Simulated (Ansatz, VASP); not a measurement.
**One calculation of CsI, two programs**

```xyz
2
Lattice="4.5667 0.0000 0.0000 0.0000 4.5667 0.0000 0.0000 0.0000 4.5667" Properties=species:S:1:pos:R:3 pbc="T T T"
Cs    0.0000    0.0000    0.0000
I     2.2833    2.2833    2.2833
```

Alike in both runs: task single point; functional PBEsol; k mesh 4 × 4 × 4; occupations gaussian, width 0.1 eV; no spin polarisation.

```csv
,VASP,Ansatz
version,VASP 6.6.1,Ansatz 0.2.0
potentials or method,"VASP PAW PBE potentials, release 64 (Cs_sv, I)","scalar-relativistic, plane waves, PAW"
plane-wave cutoff (eV),520,420
valence electrons in the cell,16,26
```

```tsv
	VASP	Ansatz	Ansatz less VASP
gap on the k mesh at the Fermi level (eV)	3.70	3.71	+0.013
least direct gap on the mesh (eV)	3.79	3.80	+0.010
pressure (GPa)	-0.4	-0.4	-0.03
```

With one functional, cell and mesh, what is left measures potentials, basis and numerics. The two sets of potentials don't hold the same shells in valence.

Caveats: the PAW data sets were made with another functional, which shifts forces and pressure a little (VASP); spin-orbit coupling is left out, which moves the levels of the heavy elements. A k mesh can miss the band edges.
